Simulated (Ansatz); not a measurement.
# Sb: squeezing one contact

One table from this session's results is given with a row withheld; the runs are named, their logs left out.

Method: DFT PBE, with the methods named in each step, in Ansatz 0.2.0.

### Starting point

Symmetry: Fd-3m, No. 227, cubic system. Conventional cell: a = 6.542 Å, b = 6.542 Å, c = 6.542 Å, α = 90.00°, β = 90.00°, γ = 90.00°. Sb (site symmetry -43m) has 4 Sb at 2.83 Å in its first shell of neighbours.

Coordinates:

```cif
data_structure
_symmetry_space_group_name_H-M 'P 1'
_symmetry_Int_Tables_number 1
_cell_length_a 4.6260
_cell_length_b 4.6260
_cell_length_c 4.6260
_cell_angle_alpha 60.000
_cell_angle_beta 60.000
_cell_angle_gamma 60.000
_cell_volume 70.00
loop_
_atom_site_label
_atom_site_type_symbol
_atom_site_fract_x
_atom_site_fract_y
_atom_site_fract_z
_atom_site_occupancy
Sb1 Sb 0.87500 0.87500 0.87500 1
Sb2 Sb 0.12500 0.12500 0.12500 1
```

Atoms are numbered in the order of the input: Sb1, Sb2.

The first run:

The input, input.yaml:

```yaml
crystal:
  lattice:
    - [0.0, 3.2710663102, 3.2710663102]
    - [3.2710663102, 0.0, 3.2710663102]
    - [3.2710663102, 3.2710663102, 0.0]
  atoms:
    - { symbol: Sb, position: [-0.125, -0.125, -0.125] }
    - { symbol: Sb, position: [0.125, 0.125, 0.125] }
kpoints:
  mp_grid: { grid: [8, 8, 8] }
scf:
  occupations: { method: fermi_dirac, width: 0.05 }
hamiltonian:
  xc: pbe
  pseudopotentials: { kind: all_electron, lapw: { basis_error: 0.001 } }
output:
  forces: true
  stress: true
  eigenvalues: true
  populations: true
```

Launch:

```
$ ansatz run input.yaml --threads 1 --pin off --max-ram 2048MiB --backend cpu --events-out ev --progress --plain --runs-dir out
```

Steps of the session up to this table: The bond as given, LAPW; Shortest bond scaled by 1, crystal datasets; Shortest bond scaled by 1.1, LAPW; Shortest bond scaled by 0.94, LAPW; Shortest bond scaled by 0.64, LAPW; Shortest bond scaled by 0.58, LAPW; Shortest bond scaled by 0.58, norm-conserving.

One table of the session follows, with a row left open; its other results are not shown here.

| method | length (Å) | force along the bond (eV/Å) | pressure (GPa) | largest force (eV/Å) |
| --- | --- | --- | --- | --- |
| LAPW | 1.643 | 87.824 | 112.96 | 87.824 |
| LAPW | 1.813 | 47.295 | 69.11 | 47.295 |
| LAPW | 2.663 | 1.090 | 9.80 | 1.090 |
| LAPW | 2.833 | 0.000 | 9.32 | 0.000 |
| LAPW | 3.116 | -0.965 | 9.97 | 0.965 |
| PAW | 1.643 | 86.021 | 110.78 | 86.021 |
| PAW | 1.813 | 47.426 | 69.32 | 47.426 |
| PAW | 2.663 | 1.093 | 9.79 | 1.093 |
| PAW | 2.833 | ? | ? | ? |
| PAW | 3.116 | -0.967 | 9.96 | 0.967 |
| PAW (level accurate) | 1.643 | 85.969 | 110.64 | 85.969 |
| crystal datasets | 2.833 | 0.000 | 9.32 | 0.000 |
| norm-conserving | 1.643 | 86.365 | 111.20 | 86.365 |

Estimate the missing values for PAW, 2.833.

The run gave: force along the bond (eV/Å): 0.000; pressure (GPa): 9.31; largest force (eV/Å): 0.000.

To keep in mind: Warnings in the runs' records: gradients without spin orbit, crystal datasets made, printed levels off.
